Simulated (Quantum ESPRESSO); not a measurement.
InP: single point with PBEsol

**Experimental background.**

From a printed reference work, data compilation, for a bulk crystal of InP at 1.6 K: band gap 1.4236 eV (direct).

Crystal: InP.

```
In P
1.0
     0.00000    2.93050    2.93050
     2.93050    0.00000    2.93050
     2.93050    2.93050    0.00000
In P
1 1
Cartesian
  0.0000 0.0000 0.0000
  4.3957 4.3957 4.3957
```

| Quantity | Value |
| --- | --- |
| Program | Quantum ESPRESSO 7.5 |
| Task | single point |
| Functional | PBEsol |
| Potentials or basis | PseudoDojo 0.4.1 SR PBEsol standard |
| Cutoff | 952 eV |
| Density cutoff | 3810 eV |
| k mesh | 6 × 6 × 6 |
| Occupations | fixed |
| Spin | no spin polarisation |

```json
{"Band gap on the k mesh, mean-field level": "0.61 eV, direct"}
```

Levels at points of the mesh, in eV from the valence-band top:
| k point | band 6 | band 7 | band 8 | band 9 | band 10 | band 11 | band 12 | band 13 |
| --- | --- | --- | --- | --- | --- | --- | --- | --- |
| (0.00, 0.00, 0.00) | -11.55 | 0.00 | 0.00 | 0.00 | 0.61 | 4.02 | 4.02 | 4.02 |
| (0.00, 0.00, -0.50) | -9.80 | -5.80 | -0.98 | -0.98 | 1.40 | 4.73 | 4.73 | 6.97 |
| (0.00, -0.50, -0.50) | -9.14 | -5.81 | -2.35 | -2.35 | 1.63 | 2.16 | 9.11 | 9.51 |

It took 3.8 min on 1 thread of Arm Neoverse N1 (shared host), peak memory 0.08 GiB.

Measured gap of InP: 1.4236 eV (direct; 1.6 K; a printed reference work, data compilation). This calculation gives 0.61 eV (-0.81 eV). Spin-orbit coupling on In is left out. The value is that of PBEsol, without temperature or zero-point motion. Semilocal functionals fall short of measured gaps as a rule.

Caveat: spin-orbit coupling is left out, which moves the levels of the heavy elements.
